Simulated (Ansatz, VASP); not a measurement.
## BAs in two plane-wave programs

One calculation is typed for both programs; each brings its own data sets and cutoff. How far apart do they land?

Calculated with Ansatz 0.2.0; plane waves, with VASP 6.6.1 beside it; relaxation of cell and atoms at r2SCAN and relaxation of cell and atoms at r2SCAN with rVV10.

## (1) The structure

Symmetry: F-43m, No. 216, cubic system. The conventional cell has a = 4.777 Å, b = 4.777 Å, c = 4.777 Å, α = 90.00°, β = 90.00°, γ = 90.00°. B has 4 As at 2.07 Å nearest. Nearest to As lie 4 B at 2.07 Å. Farther neighbours are not listed.

## (2) VASP: relaxation of cell and atoms, r2SCAN

The relaxed volume is the usual yardstick between codes: its relative difference is about their pressure difference at one cell divided by the bulk modulus.

Lines of VASP's logs that name or quote its potential files are left out, and so is its time.

The input, INCAR:

```
SYSTEM = BAs
PREC = Accurate
ENCUT = 520
EDIFF = 1E-06
NELM = 100
ISMEAR = -1
SIGMA = 0.05
LREAL = .FALSE.
ALGO = Normal
METAGGA = R2SCAN
LASPH = .TRUE.
NBANDS = 10
LORBIT = 11
LWAVE = .FALSE.
LCHARG = .FALSE.
KPAR = 2
IBRION = 2
NSW = 60
ISIF = 3
EDIFFG = -0.01
```

The input, POSCAR:

```
BAs
1.0
    0.0000000000      2.3885000000      2.3885000000
    2.3885000000      0.0000000000      2.3885000000
    2.3885000000      2.3885000000      0.0000000000
B As
1 1
Direct
    0.0000000000      0.0000000000      0.0000000000
    0.2500000000      0.2500000000      0.2500000000
```

The input, KPOINTS:

```
Automatic mesh
0
Gamma
8 8 8
0 0 0
```

The projector-augmented-wave data sets are B and As (PBE family, release 64).

Command:

```console
mpirun -np 2 vasp_std
```

Numbers of over 12 decimals in the logs are rounded to 6 here.

Output:

```text
[banner, memory and clock lines left out]
running    2 mpi-ranks, on    1 nodes
 distrk:  each k-point on    1 cores,    2 groups
 distr:  one band on    1 cores,    1 groups

 POSCAR found type information on POSCAR B As
 POSCAR found :  2 types and       2 ions
|                                                                             |
|               ----> ADVICE to this user running VASP <----                  |
|                                                                             |
|     You enforced a specific xc type in the INCAR file but a different       |
|     [... a line on the potential file left out ...]
|     I HOPE YOU KNOW WHAT YOU ARE DOING!                                     |
|                                                                             |

 LDA part: xc-table for (None), standard interpolation
 POSCAR, INCAR and KPOINTS ok, starting setup
 FFT: planning ... GRIDC
 FFT: planning ... GRID_SOFT
 FFT: planning ... GRID
 WAVECAR not read
 entering main loop
       N       E                     dE             d eps       ncg     rms          rms(c)
DAV:   1     0.635013449823E+00    0.63501E+00   -0.39125E+03   580   0.722E+02
DAV:   2    -0.232210906747E+02   -0.23856E+02   -0.22709E+02   798   0.111E+02
DAV:   3    -0.238483379072E+02   -0.62725E+00   -0.62606E+00   694   0.176E+01
DAV:   4    -0.238499892860E+02   -0.16514E-02   -0.16513E-02   692   0.103E+00
DAV:   5    -0.238499918546E+02   -0.25686E-05   -0.25676E-05   716   0.410E-02    0.499E+00
DAV:   6    -0.222889024563E+02    0.15611E+01   -0.97166E-01   626   0.547E+00    0.281E+00
DAV:   7    -0.222556722924E+02    0.33230E-01   -0.19171E-01   700   0.243E+00    0.963E-01
DAV:   8    -0.222532944740E+02    0.23778E-02   -0.16036E-02   656   0.101E+00    0.924E-02
DAV:   9    -0.222534918865E+02   -0.19741E-03   -0.35891E-04   672   0.150E-01    0.461E-02
DAV:  10    -0.222535507163E+02   -0.58830E-04   -0.35470E-05   648   0.587E-02    0.160E-02
DAV:  11    -0.222535518963E+02   -0.11800E-05   -0.59466E-06   684   0.230E-02    0.631E-03
DAV:  12    -0.222535525457E+02   -0.64937E-06   -0.14621E-07   404   0.301E-03
   1 F= -.22253553E+02 E0= -.22253553E+02  d E =-.222536E+02
 curvature:   0.00 expect dE= 0.000E+00 dE for cont linesearch  0.000E+00
 trial: gam= 0.00000 g(F)=  0.149E-48 g(S)=  0.157E-02 ort = 0.000E+00 (trialstep = 0.100E+01)
 search vector abs. value=  0.157E-02
 bond charge predicted
       N       E                     dE             d eps       ncg     rms          rms(c)
DAV:   1    -0.222540900376E+02   -0.53814E-03   -0.27921E-02   642   0.108E+00    0.181E-01
DAV:   2    -0.222538955154E+02    0.19452E-03   -0.97638E-04   626   0.208E-01    0.911E-02
DAV:   3    -0.222537315838E+02    0.16393E-03   -0.42757E-04   612   0.113E-01    0.409E-02
DAV:   4    -0.222537226807E+02    0.89031E-05   -0.16133E-05   680   0.256E-02    0.252E-02
DAV:   5    -0.222537195525E+02    0.31282E-05   -0.27138E-06   628   0.123E-02    0.121E-02
DAV:   6    -0.222537189030E+02    0.64948E-06   -0.15205E-07   344   0.279E-03
   2 F= -.22253719E+02 E0= -.22253719E+02  d E =-.166357E-03
 trial-energy change:   -0.000166  1 .order   -0.000187   -0.001569    0.001194
 step:   0.5565(harm=  0.5679)  dis= 0.00000  next Energy=   -22.253985 (dE=-0.433E-03)
 bond charge predicted
       N       E                     dE             d eps       ncg     rms          rms(c)
DAV:   1    -0.222540483058E+02   -0.32875E-03   -0.55004E-03   640   0.482E-01    0.807E-02
DAV:   2    -0.222540114833E+02    0.36823E-04   -0.18894E-04   618   0.919E-02    0.407E-02
DAV:   3    -0.222539836673E+02    0.27816E-04   -0.84126E-05   608   0.501E-02    0.185E-02
DAV:   4    -0.222539843182E+02   -0.65091E-06   -0.31363E-06   656   0.113E-02
   3 F= -.22253984E+02 E0= -.22253984E+02  d E =-.431772E-03
 curvature:  -0.28 expect dE=-0.757E-08 dE for cont linesearch -0.757E-08
 trial: gam= 0.00000 g(F)=  0.574E-48 g(S)=  0.267E-07 ort =-0.647E-05 (trialstep = 0.911E+00)
 search vector abs. value=  0.268E-07
 reached required accuracy - stopping structural energy minimisation
```

OUTCAR, selected parts (step 2):

```text
ion  position               nearest neighbor table
   1  0.000  0.000  0.000-   2 2.07   2 2.07   2 2.07   2 2.07
   2  0.250  0.250  0.250-   1 2.07   1 2.07   1 2.07   1 2.07

  LATTYP: Found a face centered cubic cell.
 ALAT       =     4.7770000000

 Subroutine GETGRP returns: Found 24 space group operations
 (whereof 24 operations were pure point group operations)

The static configuration has the point symmetry T_d .

 Found     29 irreducible k-points:

   k-points           NKPTS =     29   k-points in BZ     NKDIM =     29   number of bands    NBANDS=     10

   dimension x,y,z NGX =    28 NGY =   28 NGZ =   28
   dimension x,y,z NGXF=    56 NGYF=   56 NGZF=   56

   ENCUT  =  520.0 eV  38.22 Ry    6.18 a.u.   6.28  6.28  6.28*2*pi/ulx,y,z

   NELECT =       8.0000    total number of electrons

 k-points in reciprocal lattice and weights: Automatic mesh
   0.00000000  0.00000000  0.00000000       0.002
   0.12500000  0.00000000  0.00000000       0.016
   0.25000000  0.00000000  0.00000000       0.016
   0.37500000  0.00000000  0.00000000       0.016
   0.50000000  0.00000000  0.00000000       0.008
   0.12500000  0.12500000  0.00000000       0.012
   0.25000000  0.12500000  0.00000000       0.047
   0.37500000  0.12500000  0.00000000       0.047
   0.50000000  0.12500000  0.00000000       0.047
[...]
-0.37500000  0.50000000  0.12500000       0.023
  -0.25000000  0.50000000  0.25000000       0.012

 average (electrostatic) potential at core
       1 -28.2266       2 -53.3779

 E-fermi :   6.6349

 k-point     1 :       0.0000    0.0000    0.0000
  band No.  band energies     occupation
      1     -10.1434      2.00000
      2       5.9589      2.00000
      3       5.9589      2.00000
      4       5.9589      2.00000
      5       9.3971      0.00000
      6       9.3971      0.00000
      7       9.3971      0.00000
      8      11.0321      0.00000
      9      16.3043      0.00000
    ...

 k-point     2 :       0.1250    0.0000    0.0000
  band No.  band energies     occupation
      1      -9.8759      2.00000
      2       3.8962      2.00000
      3       5.4946      2.00000
      4       5.4946      2.00000
      5       9.6026      0.00000
      6      10.0093      0.00000
      7      10.0093      0.00000
      8      12.3461      0.00000
      9      17.2619      0.00000
    ...

 k-point     3 :       0.2500    0.0000    0.0000
  band No.  band energies     occupation
      1      -9.0969      2.00000
      2       0.7851      2.00000
      3       4.7427      2.00000
      4       4.7427      2.00000
      5       9.2861      0.00000
      6      10.8602      0.00000
      7      10.8602      0.00000
      8      14.4550      0.00000
      9      17.7182      0.00000
    ...

  Total       -0.0006071     -0.0006071     -0.0006071     -0.0000000      0.0000000      0.0000000
  in kB       -0.0354805     -0.0354805     -0.0354805     -0.0000000      0.0000000      0.0000000
  external PRESSURE =      -0.0354805 kB  Pullay stress =       0.0000000 kB

  energy-cutoff  :      520.00
  volume of cell :       27.41
      direct lattice vectors                 reciprocal lattice vectors
    -0.000000000  2.393221218  2.393221218    -0.208923436  0.208923436  0.208923436
     2.393221218 -0.000000000  2.393221218     0.208923436 -0.208923436  0.208923436
     2.393221218  2.393221218 -0.000000000     0.208923436  0.208923436 -0.208923436

 POSITION                                       TOTAL-FORCE (eV/Angst)
 -----------------------------------------------------------------------------------
      0.00000      0.00000      0.00000        -0.000000     -0.000000     -0.000000
      1.19661      1.19661      1.19661         0.000000      0.000000      0.000000
 -----------------------------------------------------------------------------------
    total drift:                               -0.000000     -0.000000     -0.000000

  FREE ENERGIE OF THE ION-ELECTRON SYSTEM (eV)
  ---------------------------------------------------
  free  energy   TOTEN  =       -22.2539843182 eV

  energy  without entropy=      -22.2539842947  energy(sigma->0) =      -22.25398431

 reached required accuracy - stopping structural energy minimisation

 total charge
# of ion       s       p       d       tot
------------------------------------------
    1        0.668   1.160   0.000   1.827
    2        1.172   1.692   0.091   2.955
--------------------------------------------------
tot          1.839   2.851   0.091   4.782

[... 3 further parts left out ...]
```

CONTCAR:

```
BAs
   1.00000000000000
    -0.0000000000000000    2.3932212177688035    2.3932212177688035
     2.3932212177688035   -0.0000000000000000    2.3932212177688035
     2.3932212177688035    2.3932212177688035   -0.0000000000000000
  B               As
     1     1
Direct
     0.0000000000000000    0.0000000000000000    0.0000000000000000
     0.2500000000000000    0.2500000000000000    0.2500000000000000
```

## (3) Ansatz: relaxation of cell and atoms, r2SCAN

Ansatz runs on its default PAW (the set named soft_2) files.

The same cell, functional, mesh and smearing now go to Ansatz, which takes its cutoff from its data sets.

The input, input.yaml:

```yaml
crystal:
  lattice:
    - [0.0, 2.3885, 2.3885]
    - [2.3885, 0.0, 2.3885]
    - [2.3885, 2.3885, 0.0]
  atoms:
    - { symbol: B, position: [0.0, 0.0, 0.0] }
    - { symbol: As, position: [0.25, 0.25, 0.25] }
hamiltonian:
  xc: r2scan
  pseudopotentials: { kind: paw }
kpoints:
  mp_grid: { grid: [8, 8, 8] }
scf:
  occupations: { method: fermi_dirac, width: 0.05 }
relax:
  f_tol: 0.01
  max_steps: 60
  cell: { stress_tol: 0.05 }
output:
  forces: true
  stress: true
```

Command:

```console
ansatz run input.yaml --threads 4 --pin off --max-ram 9216MiB --backend cpu --events-out ev --progress --plain --runs-dir out
```

Output:

```text
Engine: ansatz 0.2.0, x86_64-unknown-linux-gnu
Pseudopotentials: kind: paw
Pseudopotential: B, paw, valence charge 3, recommended cutoff 500 eV (meta_gga), B.paw.azcp
Pseudopotential: As, paw, valence charge 15, recommended cutoff 500 eV (meta_gga), As.paw.azcp
Functional definition: r2SCAN
  parameter k0 = 0.174
  parameter k1 = 0.065
  parameter a1 = 4.9479
  exchange = r2scan_x(k0 = k0, k1 = k1, a1 = a1)
  correlation = r2scan_c
Crystal: 2 atoms, lattice volume = 27.252 Å³
Basis set: ecut = 500 eV, 701 PW (Γ), exchange–correlation on 100×100×100 points (64 copies of the dense FFT grid, shifted against one another)
Bands: 13, of which v1, the nominal top of the filled ones, is band 9 counted from 1 (8 counted from 0)
Symmetry: 24 space group operations
Space group: F-43m (ITA 216), of the structure as read, at distance tolerance 3.0e-5 Å
k-points: 29 of 512 (time reversal used)
Non-local potential: B, projectors of the file, l = 0: 2, l = 1: 2, l = 2: 1
Non-local potential: As, projectors of the file, l = 0: 2, l = 1: 2, l = 2: 3, l = 3: 1
PAW form: soft (Blöchl's): semilocal exchange-correlation on the pseudo side does not see the compensation charge
PAW frozen core: B, regenerated for the run's functional (the file was generated under x = pbe(κ = 0.804, μ = 0.219515), c = pbe(β = 0.066725))
PAW frozen core: As, regenerated for the run's functional (the file was generated under x = pbe(κ = 0.804, μ = 0.219515), c = pbe(β = 0.066725))
PAW one-centre angular grid: B, 302 points (default); XC on 160 Gauss nodes
PAW one-centre angular grid: As, 590 points (default); XC on 160 Gauss nodes
Initial density: superposition of atomic densities (neutral atoms: chi_scale 0, normalization atom), corrected by the library's trained network
Initial wavefunctions: pseudopotential atomic-orbital guess
Functional: x = r2scan, c = r2scan; τ floored in thin density (d = 2e-4 eV/Å³)
SCF iter   1: F=—  HF=-5021.314757 eV  |F-HF|=—  |Δ(HF+E_count)|=         —  Δρ=5.90e-3  dr2=1.05e-2  dr2_τ=9.56e-2  ethr=1.77e-3  ⟨swp⟩=5.6  Hψ=2196  notcnv=0
preconditioner: auto → none  [insulator: Δε(μ)=1.351 eV  Ē_g=13.196 eV  σ=0.050 eV  W_gap=1.00  n_scr=8 (ndim 8)  ℏωp=20.1 eV  f_vac=0.000  D(μ)=0.00/eV (n_scr^D=0)  ε∞_Penn≈3.3]
SCF iter   2: F=—  HF=-5021.339217 eV  |F-HF|=—  |Δ(HF+E_count)|=   2.45e-2  Δρ=2.43e-3  dr2=8.59e-4  dr2_τ=1.14e-4  ethr=5.81e-5  ⟨swp⟩=2.0  Hψ=986  notcnv=0
SCF iter   3: F=—  HF=-5021.339301 eV  |F-HF|=—  |Δ(HF+E_count)|=   8.40e-5  Δρ=1.31e-3  dr2=2.10e-4  dr2_τ=3.19e-6  ethr=4.77e-6  ⟨swp⟩=2.0  Hψ=636  notcnv=0
SCF iter   4: F=—  HF=-5021.339364 eV  |F-HF|=—  |Δ(HF+E_count)|=   6.29e-5  Δρ=1.44e-4  dr2=2.71e-6  dr2_τ=1.20e-7  ethr=1.17e-6  ⟨swp⟩=1.0  Hψ=377  notcnv=0
SCF iter   5: F=—  HF=-5021.339366 eV  |F-HF|=—  |Δ(HF+E_count)|=   2.11e-6  Δρ=2.11e-5  dr2=5.42e-8  dr2_τ=2.25e-9  ethr=1.50e-8  ⟨swp⟩=2.2  Hψ=465  notcnv=0
SCF iter   6: F=-5021.339366 eV  HF=-5021.339366 eV  |F-HF|=1.14e-9  |Δ(HF+E_count)|=   2.93e-9  Δρ=7.11e-6  dr2=9.14e-9  dr2_τ=2.87e-10  ethr=3.01e-10  ⟨swp⟩=2.0  Hψ=1233  notcnv=0
SCF 1 converged in 6 iterations: F = -5021.339366 eV  dr2 = 9.14e-9
  greatest PAW one-centre occupation: 0.999 electrons in one spin orbital (limit 2), on the As atom at site 1 (counted from 0), in its partial waves of l = 2
relax step   1: F+E_penalty+E_count = -5021.33936576 eV  Δ(F+E_penalty+E_count) = +0.000e0 eV  max|allowed force component| = 2.556e-16 eV/Å  Δτ_max = 0.0000 Å  P = +0.611 GPa  Ω = 27.252 Å³  (6 SCF iters, dr2 threshold 1.00e-7 eV, accepted)
[...]
relax step   2: F+E_penalty+E_count = -5021.33956255 eV  Δ(F+E_penalty+E_count) = -1.968e-4 eV  max|allowed force component| = 5.985e-17 eV/Å  Δτ_max = 0.0000 Å  P = +0.154 GPa  Ω = 27.340 Å³  energy of the carried Pulay correction = -1.228e-5 eV  (4 SCF iters, dr2 threshold 2.00e-7 eV, accepted)
[...]
relax step   3: F+E_penalty+E_count = -5021.33957289 eV  Δ(F+E_penalty+E_count) = -1.034e-5 eV  max|allowed force component| = 7.575e-17 eV/Å  Δτ_max = 0.0000 Å  P = +0.002 GPa  Ω = 27.370 Å³  energy of the carried Pulay correction = -1.643e-5 eV  (3 SCF iters, dr2 threshold 5.95e-8 eV, accepted)
[...]
relax step   4: F+E_penalty+E_count = -5021.33959172 eV  Δ(F+E_penalty+E_count) = -1.883e-5 eV  max|allowed force component| = 6.737e-17 eV/Å  Δτ_max = 0.0000 Å  P = +0.002 GPa  Ω = 27.370 Å³  stress off target by 2.06e-3 GPa  SCF on the basis re-selected at this cell (its energy is not comparable with the rows above)  (5 SCF iters)
basis re-selected at this cell: Δ(F+E_penalty+E_count) = -1.883e-5 eV, ΔP = +0.000 GPa vs the last step (what re-selecting the basis moved, of the pressure what is left beyond the Pulay correction that the steps carried, after the strain that the cell walked since its last selection, with what the two solves' SCF thresholds leave and, on support functions, any second-order correction that the steps lacked; it is no m [...]
SCF converged after 5 iterations
Free energy (F): -5021.339592 eV
Harris-Foulkes:  -5021.339592 eV  (|F-HF|=2.73e-12)
Internal energy: -5021.339592 eV  (E = F + TS)
E sigma→0 (E₀):  -5021.339592 eV
Entropy (-TS):   -0.000000 eV (-0.000 meV/atom)
Fermi energy:    11.645126 eV
--- Per-component energies (eV) ---
  E_band       = -223.666395
  E_kinetic    = 151.424165
  E_local      = -1698.119145  (includes V_loc(G=0)·N_el)
  E_nonlocal   = -657.632140
  E_hartree    = 942.537529
  E_xc         = -105.605380
  E_vxc        = -125.551351  (∫ρ·V_xc dr)
  E_paw        = -1929.159311  (= ΣΔE_a)
  E_vpaw       = 214.889832  (= ΣTr[D̂ρ^β])
  E_aug_tail   = -0.000007  (compensation charges beyond the density's cutoff)
  E_vtau       = 6.247188  (kinetic-family band-sum trace: ∫τ·v_τ [+ j·A + Jᵃ·Aᵃ] dr)
  E_ewald      = -1723.309453
  E_core_change = -1.475850  (= ΣΔE_core)
  E_smearing   = -0.000000  (= −TS)
  E_closure    = 0.000000  (closes the sum)
  Σ components = -5021.339592   (vs F -5021.339592, Δ=0.00e0)
--- Forces (eV/Å), atoms counted from 1 ---
  atom   1  B      0.00000000     0.00000000    -0.00000000
  atom   2  As    -0.00000000    -0.00000000    -0.00000000
  max |Σ_I F_I| component: 1.24e-16 eV/Å
--- Stress (GPa, compression-positive) ---
        0.002063       0.000000      -0.000000
       -0.000000       0.002063       0.000000
       -0.000000       0.000000       0.002063
  P = ⅓ Tr σ = 0.0021 GPa (0.021 kbar)
--- Relaxed structure (3 steps of the walk, 3 accepted, 1 SCFs on fresh bases) ---
  F+E_penalty+E_count = -5021.33959172 eV   max|allowed force component| = 6.737e-17 eV/Å   (the final SCF, on the basis selected at the relaxed cell)
  cell:  # Å, volume = 27.3696 Å³
    - [0, 2.391917, 2.391917]
    - [2.391917, 0, 2.391917]
    - [2.391917, 2.391917, 0]
  atoms:
    - { symbol: B, position: [0, 0, 0] }
    - { symbol: As, position: [0.25, 0.25, 0.25] }
```

Run time: 1.8 s. Hardware: 4 threads of Intel Xeon 6975P-C (Granite Rapids), shared host; peak memory 0.43 GiB; 5.6 s of CPU time.

## (4) Differences

Known differences besides the potentials themselves: VASP keeps PBE cores, Ansatz makes them for the functional; both relaxations stop at a tolerance, which leaves soft axes loose, and VASP keeps its plane-wave basis; the data sets hold 18 valence electrons in Ansatz (default PAW (the set named soft_2) files) and 8 in VASP; the cutoff is 500 eV in Ansatz and 520 eV in VASP; Ansatz adds a Pulay correction to the stress that steers its cell, VASP none. Total energies have different zeros and are not compared.

Both answers:

```
                                         quantity  Ansatz   VASP  difference
                                      volume (Å³)   27.37  27.41     -0.16 %
edge a after relaxation, in the typed setting (Å)   3.383  3.385     -0.05 %
```

The walks stopped with 0.00 GPa left in Ansatz and 0.00 GPa in VASP; each walk ends within a tolerance, so the volume difference is uncertain by about these residues over the bulk modulus, most in soft cells.

(Continued in part 2 of 2.)

[Lines on the potential files, build, host, timing and source positions are cut from VASP's logs without a mark.]

[Logs are printed without paths, hosts, clocks, repeated set-up lines and the standing remarks that a program may print on its own settings, such as how far it seeks lower states.]

[Hosts, paths, dates, database ids (printed as entryN), source tags and the programs' standing remarks are cut or masked in the printed files.]
